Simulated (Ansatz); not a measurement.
## Cu under changes of volume

One of the cells (11.810 Å³/atom); the others are scaled copies at fixed shape and fractional positions:

```
Cu
1.0
     0.00000    1.80750    1.80750
     1.80750    0.00000    1.80750
     1.80750    1.80750    0.00000
Cu
1
Direct
  0.00000 0.00000 0.00000
```

- Program: Ansatz 0.2.0
- Functional: PBE
- Potentials or basis: PseudoDojo stringent (PBE files)
- Cutoff: 1415 eV
- Density cutoff: 5660 eV
- k mesh: 13 × 13 × 13
- Occupations: fermi-dirac, width 0.05 eV
- Spin: no spin polarisation

```tsv
volume (Å³/atom)	energy over the lowest point (meV/atom)	pressure (GPa)
11.102	29.10	12.4
11.338	?	?
11.574	4.46	4.7
11.810	0.00	1.5
12.047	0.00	-1.4
12.283	3.96	-3.9
12.519	11.42	-6.1
```

What does the run at 11.338 Å³/atom give?

Energy over the lowest point 13.95 meV/atom; pressure 8.3 GPa.

Worked out: A Birch-Murnaghan fit of order 3 (a polynomial in V^(-2/3)) to the other rows has its minimum at 11.93 Å³/atom with B0 = V·E''(V) = 144 GPa and B' = 5.1. It gives 13.95 meV/atom at 11.338 Å³/atom, against the run's 13.95, and -dE/dV = 8.3 GPa, against 8.3.

Energies are extrapolated to zero smearing.
